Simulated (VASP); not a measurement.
The system is SiO2.

```
Si O
1.0
     4.98770    0.00000    0.00000
     0.00000    4.98770    0.00000
     0.00000    0.00000    6.96970
Si O
4 8
Direct
  0.29490 0.29490 0.00000
  0.20510 0.79490 0.25000
  0.70510 0.70510 0.50000
  0.79490 0.20510 0.75000
  0.24160 0.09680 0.17470
  0.40320 0.74160 0.42470
  0.75840 0.90320 0.67470
  0.59680 0.25840 0.92470
  0.74160 0.40320 0.57530
  0.90320 0.75840 0.32530
  0.25840 0.59680 0.07530
  0.09680 0.24160 0.82530
```

```yaml
Program: VASP 6.6.1
Task: relaxation of cell and atoms
Functional: PBEsol
Potentials_or_basis: VASP PAW PBE potentials, release 64 (Si, O)
Cutoff: 580 eV
k_mesh: 4 × 4 × 4
Occupations: gaussian, width 0.02 eV
Spin: no spin polarisation
```

At the start: pressure 7.0 GPa; volume 14.45 Å³/atom.

Q: Where does the relaxation end?

A: Over 46 steps the energy falls by 13.7 meV/atom and the volume is 14.87 Å³/atom (+2.9 %); space group P4_12_12 (No. 92, to 0.05 Å).

The path:
| step | energy change (eV) | largest force (eV/Å) | pressure (GPa) | volume (Å³) |
| --- | --- | --- | --- | --- |
| 1 | 0.0000 | 0.6144 | 7.04 | 173.39 |
| 3 | -0.1527 | 0.3464 | 0.73 | 179.08 |
| 5 | -0.1064 | 0.7577 | -2.04 | 182.09 |
| 7 | -0.1633 | 0.0302 | -0.07 | 179.86 |
| 9 | -0.1636 | 0.0327 | 0.14 | 179.66 |
| 11 | -0.1639 | 0.0213 | 0.05 | 179.76 |
| 13 | -0.1640 | 0.0104 | -0.02 | 179.82 |
| 15 | -0.1640 | 0.0082 | -0.03 | 179.81 |
| 17 | -0.1640 | 0.0227 | -0.13 | 179.77 |
| 19 | -0.1640 | 0.0109 | -0.09 | 179.78 |
| 21 | -0.1641 | 0.0083 | -0.05 | 179.66 |
| 23 | -0.1641 | 0.0152 | -0.02 | 179.58 |
| 25 | -0.1642 | 0.0184 | 0.04 | 179.44 |
| 27 | -0.1643 | 0.0124 | 0.03 | 179.36 |
| 29 | -0.1645 | 0.0352 | 0.01 | 178.98 |
| 31 | -0.1645 | 0.0460 | 0.01 | 178.84 |
| 33 | -0.1646 | 0.0414 | 0.00 | 178.78 |
| 35 | -0.1647 | 0.0212 | -0.02 | 178.48 |
| 37 | -0.1647 | 0.0151 | -0.04 | 178.33 |
| 39 | -0.1647 | 0.0135 | -0.03 | 178.35 |
| 41 | -0.1647 | 0.0263 | 0.05 | 178.36 |
| 43 | -0.1648 | 0.0126 | 0.02 | 178.37 |
| 45 | -0.1648 | 0.0090 | 0.04 | 178.40 |
| 46 | -0.1648 | 0.0037 | 0.01 | 178.44 |

Final structure:
```
Si O
1.0
     5.04070    0.00000    0.00000
     0.00000    5.04070    0.00000
     0.00000    0.00000    7.02287
Si O
4 8
Direct
  0.29738 0.29738 0.00000
  0.20262 0.79738 0.25000
  0.70262 0.70262 0.50000
  0.79738 0.20262 0.75000
  0.23998 0.10006 0.17735
  0.39994 0.73998 0.42735
  0.76002 0.89994 0.67735
  0.60006 0.26002 0.92735
  0.73998 0.39994 0.57265
  0.89994 0.76002 0.32265
  0.26002 0.60006 0.07265
  0.10006 0.23998 0.82265
```

Caveat: the PAW data sets were made with another functional, which shifts forces and pressure a little.
